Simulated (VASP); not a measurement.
# Ga (I4/mmm) in VASP: electric field gradients with PBE+TS-HI

Aim: the electric field gradients of Ga with PBE+TS-HI.

Program: VASP 6.6.1. These are calculated values, not measurements. Logs are shortened: lines on timing, memory, paths and dates and some standing lists are left out, and cuts for length are marked.

### 1 The undisturbed crystal

Symmetry: I4/mmm, No. 139, tetragonal system. Conventional cell: a = 2.769 Å, b = 2.769 Å, c = 4.622 Å, α = 90.00°, β = 90.00°, γ = 90.00°. Ga (site symmetry 4/mmm) has 12 Ga at 2.77 to 3.03 Å as nearest neighbours.

This isn't the form of Ga at room conditions, which is orthorhombic.

### 2 Electric field gradients, PBE+TS-HI, spin-orbit coupling, no magnetisation (cell strained at random at fixed volume)

Contents of INCAR:

```
SYSTEM = Ga
PREC     = Accurate       ! precision mode
ENCUT    = 550            ! plane-wave cutoff, eV
EDIFF    = 1E-8           ! SCF threshold, eV
ISMEAR   = -1             ! smearing method
SIGMA    = 0.05           ! smearing width, eV
LREAL    = .False.        ! projectors in reciprocal space
LASPH    = .False.        ! aspherical terms in the spheres
NELM     = 80             ! most SCF steps
ALGO     = Fast           ! electronic algorithm
ISIF     = 2              ! what is computed and relaxed
LWAVE    = .False.        ! write WAVECAR
LCHARG   = .False.        ! write CHGCAR
MAGMOM   = 0 0 0          ! initial moments
LORBIT   = 11             ! projections on sites
LSORBIT  = .True.         ! spin-orbit coupling
GGA_COMPAT= .False.      
GGA      = PE             ! functional
IVDW     = 21             ! dispersion correction
LEFG     = .True.       
IMIX     = 1            
AMIX     = 0.2
```

Contents of KPOINTS:

```
regular mesh
0
Gamma
  10 10 10
  0 0 0
```

Contents of POSCAR:

```
Ga
1.0
   -1.4001210000      1.3828240000      2.3601760000
    1.3672830000     -1.3356390000      2.3122430000
    1.4114840000      1.3470030000     -2.3319130000
Ga
1
Direct
    0.0154100000      0.0350160000      0.0140420000
```

Potentials or basis: VASP PAW PBE potentials, release 64 (Ga_d_GW).

Command:

```console
$ cat potpaw_PBE.64/Ga_d_GW/POTCAR > POTCAR
$ mpirun -np 1 vasp_ncl > vasp.out
```

OUTCAR:

```text
SYSTEM = Ga
   PREC = Accurate
   ENCUT = 550
   EDIFF = 1E-8
   ISMEAR = -1
   LREAL = .False.
   LASPH = .False.
   NELM = 80
   ISIF = 2
   LORBIT = 11
   LSORBIT = .True.
   GGA = PE
   IVDW = 21
   IMIX = 1
   AMIX = 0.2
  IVDW =  21

 ion  position               nearest neighbor table
   1  0.015  0.035  0.014-

  LATTYP: Found a triclinic cell.
 ALAT       =     2.7788598543
 B/A-ratio  =     1.4075546503
 C/A-ratio  =     1.1058283031
 COS(alpha) =     0.0079582297
 COS(beta)  =     0.4592099874
 COS(gamma) =     0.7161599347

  Lattice vectors:

 A1 = (  -2.7787670000,  -0.0113640000,   0.0196700000)
 A2 = (  -2.7901300000,  -2.7411910000,  -0.0085930000)
 A3 = (  -1.4001210000,   1.3828240000,   2.3601760000)

Analysis of symmetry for initial positions (statically):
=====================================================================
 Subroutine PRICEL returns:
 Original cell was already a primitive cell.

 Routine SETGRP: Setting up the symmetry group for a
 triclinic supercell.

 Subroutine GETGRP returns: Found  2 space group operations
 (whereof  1 operations were pure point group operations)
 out of a pool of  2 trial point group operations.

The static configuration has the point symmetry C_1 .
 The point group associated with its full space group is S_2 .

Analysis of symmetry for dynamics (positions and initial velocities):
=====================================================================
 Subroutine PRICEL returns:
 Original cell was already a primitive cell.

 Routine SETGRP: Setting up the symmetry group for a
 triclinic supercell.

 Subroutine GETGRP returns: Found  2 space group operations
 (whereof  1 operations were pure point group operations)
 out of a pool of  2 trial point group operations.

The dynamic configuration has the point symmetry C_1 .
 The point group associated with its full space group is S_2 .

Analysis of structural, dynamic, and magnetic symmetry:
=====================================================================
 Subroutine PRICEL returns:
[... 801 lines left out ...]
      0.04612     -0.00654      0.08459         0.000000     -0.000000     -0.000000
 -----------------------------------------------------------------------------------
    total drift:                                0.000007     -0.000008     -0.000035

--------------------------------------------------------------------------------------------------------

  FREE ENERGIE OF THE ION-ELECTRON SYSTEM (eV)
  ---------------------------------------------------
  free  energy   TOTEN  =        -3.3465316157 eV

  energy  without entropy=       -3.3430344957  energy(sigma->0) =       -3.34478306

--------------------------------------------------------------------------------------------------------

 Electric field gradients (V/A^2)
---------------------------------------------------------------------
 ion       V_xx      V_yy      V_zz      V_xy      V_xz      V_yz
---------------------------------------------------------------------
   1     -14.776   -19.995    34.771     0.017    -0.941     0.887
---------------------------------------------------------------------

 Electric field gradients after diagonalization (V/A^2)
 (convention: |V_zz| > |V_xx| > |V_yy|)
----------------------------------------------------------------------
 ion       V_xx      V_yy      V_zz     asymmetry (V_yy - V_xx)/ V_zz
----------------------------------------------------------------------
   1     -20.010   -14.794    34.803       0.150
----------------------------------------------------------------------

 Eigenvectors
----------------------------------------------------------------------

 ion   1
 xx      -0.006     1.000    -0.016
 yy      -1.000    -0.006    -0.019
 zz      -0.019     0.016     1.000

----------------------------------------------------------------------

           NMR quadrupolar parameters

 Cq : quadrupolar parameter    Cq=e*Q*V_zz/h
 eta: asymmetry parameters     (V_yy - V_xx)/ V_zz
 Q  : nuclear electric quadrupole moment in mb (millibarn)
----------------------------------------------------------------------
 ion       Cq(MHz)       eta       Q (mb)
----------------------------------------------------------------------
   1       0.084       0.150       1.000
----------------------------------------------------------------------

--------------------------------------------------------------------------------------------------------

 Spin-Orbit-Coupling matrix elements

 Ion:    1  E_soc:     -0.0155267
 l=   1
     0.0000000    -0.0009887    -0.0009863
    -0.0009887     0.0000000    -0.0009933
    -0.0009863    -0.0009933     0.0000000
 l=   2
     0.0000000    -0.0003220     0.0000000    -0.0003214    -0.0012856
    -0.0003220     0.0000000    -0.0009581    -0.0003194    -0.0003160
     0.0000000    -0.0009581     0.0000000    -0.0009570     0.0000000
    -0.0003214    -0.0003194    -0.0009570     0.0000000    -0.0003154
    -0.0012856    -0.0003160     0.0000000    -0.0003154     0.0000000
 l=   3
     0.0000000     0.0000000     0.0000000     0.0000000     0.0000000     0.0000000     0.0000000
     0.0000000     0.0000000     0.0000000     0.0000000     0.0000000     0.0000000     0.0000000
     0.0000000     0.0000000     0.0000000     0.0000000     0.0000000     0.0000000     0.0000000
     0.0000000     0.0000000     0.0000000     0.0000000     0.0000000     0.0000000     0.0000000
     0.0000000     0.0000000     0.0000000     0.0000000     0.0000000     0.0000000     0.0000000
     0.0000000     0.0000000     0.0000000     0.0000000     0.0000000     0.0000000     0.0000000
     0.0000000     0.0000000     0.0000000     0.0000000     0.0000000     0.0000000     0.0000000

 total charge

# of ion       s       p       d       tot
------------------------------------------
    1        1.016   0.584   9.942  11.542

 magnetization (x)

# of ion       s       p       d       tot
------------------------------------------
    1       -0.000  -0.000   0.000  -0.000

 magnetization (y)

# of ion       s       p       d       tot
------------------------------------------
    1       -0.000   0.000   0.000   0.000

 magnetization (z)

# of ion       s       p       d       tot
------------------------------------------
    1       -0.000  -0.000  -0.000  -0.000

=======================================================================
```

stdout:

```text
POSCAR found type information on POSCAR Ga
 POSCAR found :  1 types and       1 ions
 scaLAPACK will be used
 LDA part: xc-table for (Slater+PW92), standard interpolation
 POSCAR, INCAR and KPOINTS ok, starting setup
 FFT: planning ... GRIDC
 FFT: planning ... GRID_SOFT
[... 71 lines left out ...]
ion   1
     0.0000481    -0.0017363    -0.0104459    -0.4471936     0.0134380    -0.0457728
     0.0000628    -0.0017363    -0.0104459    -0.4471936     0.0134380    -0.0457728
     0.0000820    -0.0017363    -0.0104459    -0.4471936     0.0134380    -0.0457728
     0.0001070    -0.0017363    -0.0104459    -0.4471936     0.0134380    -0.0457728

     0.0000481    -0.0165978    -0.8264530   -27.9890757     0.8796959    -2.4739613
     0.0000628    -0.0165994    -0.8264323   -27.9886177     0.8796786    -2.4739085
     0.0000820    -0.0166018    -0.8264006   -27.9879258     0.8796522    -2.4738283
     0.0001070    -0.0166056    -0.8263525   -27.9868859     0.8796125    -2.4737070
```

It took 19 min on 1 thread of Intel Xeon Platinum 8488C (Sapphire Rapids), shared host; peak memory 0.41 GiB.

What came out:

```yaml
Free_energy: -3.3465 eV
Pressure: -3.3 GPa
Valence_electrons_inside_the_program's_atomic_spheres: Ga 11.54
Dispersion_energy_per_atom: -0.486 eV
```

Electric field gradients, principal values (V/Å²):
```tsv
atom	Vxx	Vyy	Vzz
1 Ga	-14.794	-20.010	34.803
```
